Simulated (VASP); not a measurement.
# InSe: convergence, relaxation of the cell

InSe, R3m (no. 160), 4 atoms in the cell. LDA; PAW potentials In_d, Se (LDA set). VASP 6.6.1. The cell is changed on purpose: volume scaled by 0.95.

Wanted: cell volume within 0.2 %; lattice lengths within 0.1 %; shortest distances from each atom, periodic images included within 0.005 Å.

What the run is for: cell; Accuracy asked: standard.

The series start from Plane-wave cutoff (eV): 360; k-point mesh: 5 × 5 × 5; Relaxation passes: 2; Ionic threshold (EDIFFG): -0.005; Electronic threshold (eV): 1e-6; Precision mode (PREC): Accurate; Relaxation algorithm: IBRION=2 POTIM=0.5. Each series keeps the choices made before it, and each single choice may use up half of a tolerance. Times cover all steps of a run.

## Plane-wave cutoff (eV)

| Plane-wave cutoff (eV) | Cell volume (Å³) | Lattice lengths, largest deviation against the largest value | Shortest distances from each atom, periodic images included, largest deviation (Å) | Time (s) |
|---|---|---|---|---|
| 240 | 109.5 | 0.86 % | 0.0644 | 134 |
| 280 | 111.1 | 0.32 % | 0.0205 | 181 |
| 310 | 110.4 | 0.59 % | 0.0407 | 151 |
| 360 | 110.8 | 0.34 % | 0.0252 | 172 |
| 420 | 111.4 | 0.086 % | 0.0055 | 298 |
| 500 | 111.4 | 0.093 % | 0.0055 | 416 |
| 620 (reference) | 111.6 | 0 % | 0.0000 | 604 |

Chosen: 620; the next looser run is off by more than half of the tolerance, so convergence isn't shown beyond this value.

## k-point mesh

| k-point mesh | Cell volume (Å³) | Lattice lengths, largest deviation against the largest value | Shortest distances from each atom, periodic images included, largest deviation (Å) | Time (s) |
|---|---|---|---|---|
| 3 × 3 × 3 | 111 | 5.4 % | 0.2039 | 422 |
| 4 × 4 × 4 | 111.5 | 1.8 % | 0.0659 | 582 |
| 5 × 5 × 5 | 111.6 | 0.39 % | 0.0127 | 604 |
| 7 × 7 × 7 | 111.4 | 0.1 % | 0.0046 | 1035 |
| 8 × 8 × 8 (reference) | 111.4 | 0 % | 0.0000 | 1444 |

Chosen: 8 × 8 × 8; the next looser run is off by more than half of the tolerance, so convergence isn't shown beyond this value.

## Relaxation passes

| Relaxation passes | Cell volume (Å³) | Lattice lengths, largest deviation against the largest value | Shortest distances from each atom, periodic images included, largest deviation (Å) | Time (s) |
|---|---|---|---|---|
| 1 | 111.4 | 0 % | 0.0000 | 1298 |
| 2 | 111.4 | 0 % | 0.0000 | 1444 |
| 3 (reference) | 111.4 | 0 % | 0.0000 | 1536 |

Chosen: 1, the loosest value from which every tighter one stays within half of the tolerance.

## Ionic threshold (EDIFFG)

| Ionic threshold (EDIFFG) | Cell volume (Å³) | Lattice lengths, largest deviation against the largest value | Shortest distances from each atom, periodic images included, largest deviation (Å) | Time (s) |
|---|---|---|---|---|
| -0.05 | 113.1 | 1.7 % | 0.1140 | 507 |
| -0.02 | 111.6 | 0.0093 % | 0.0048 | 1089 |
| -0.01 | 111.4 | 0.052 % | 0.0016 | 1130 |
| -0.005 | 111.4 | 0.0077 % | 0.0001 | 1298 |
| -0.002 (reference) | 111.4 | 0 % | 0.0000 | 1295 |

Chosen: -0.005.

## All choices together

| Input | Cell volume (Å³) | Lattice lengths, largest deviation against the largest value | Shortest distances from each atom, periodic images included, largest deviation (Å) | Time (s) |
|---|---|---|---|---|
| the program's defaults (naive) | 111.5 | 0.24 % | 0.0095 | 20 |
| chosen settings | 111.4 | 0.0077 % | 0.0001 | 1298 |
| reference settings throughout | 111.4 | 0 % | 0.0000 | 2357 |

The chosen settings stay within the tolerance of the reference run, but the reference itself isn't shown to be converged in: Plane-wave cutoff (eV), k-point mesh, Electronic threshold (eV).

Values of the reference run: Lattice lengths: 8.455, 8.455, 8.455 Å.

## The input

INCAR.step1:
```
SYSTEM = InSe
GGA = CA
ISMEAR = 0
SIGMA = 0.03
LWAVE = .FALSE.
LCHARG = .FALSE.
NSW = 80
PREC = Accurate
LASPH = .TRUE.
LREAL = .FALSE.
ALGO = Normal
EDIFF = 1E-6
NELM = 120
GGA_COMPAT = .FALSE.
IBRION = 2
ISIF = 3
EDIFFG = -0.005
NELMIN = 4
ENCUT = 620
EFERMI = MIDGAP
KPAR = 4
POTIM = 0.5
```

INCAR.step2, as INCAR.step1 but for:
```
- NSW = 80
- IBRION = 2
- ISIF = 3
- EDIFFG = -0.005
- NELMIN = 4
- POTIM = 0.5
+ ISIF = 2
```

KPOINTS:
```
Automatic mesh
0
Gamma
  8 8 8
  0 0 0
```

POSCAR.step1:
```
InSe
1.0
    1.9660951450      1.1351255612      8.2969215118
   -1.9660951450      1.1351255612      8.2969215118
    0.0000000000     -2.2702511225      8.2969215118
In Se
2 2
Direct
    0.8886000000      0.8886000000      0.8886000000
    0.0000000000      0.0000000000      0.0000000000
    0.1719000000      0.1719000000      0.1719000000
    0.3835000000      0.3835000000      0.3835000000
```

Commands (each step's output is kept before the next begins):
```
cat potpaw_LDA.64/In_d/POTCAR potpaw_LDA.64/Se/POTCAR > POTCAR
cp INCAR.step1 INCAR
cp POSCAR.step1 POSCAR
mpirun -np 4 vasp_std > vasp.out
cp CONTCAR POSCAR
cp INCAR.step2 INCAR
mpirun -np 4 vasp_std > vasp.out
```

The chosen input took VASP 6.6.1 1298 s on 4 cores (AMD EPYC 9R45 (Zen 5)), a shared host.

## An input that fails: cell relaxed at a low cutoff

It runs to its end, but against the unchanged starting input it is off by 30 % in the cell volume, 9.2 % in the lattice lengths, 0.7523 Å in the shortest distances from each atom, periodic images included.

Changes against the starting input:
```
(all steps)
- PREC = Accurate
- NELM = 120
- ENCUT = 360
+ PREC = Low
+ NELM = 63
+ ENCUT = 170
```
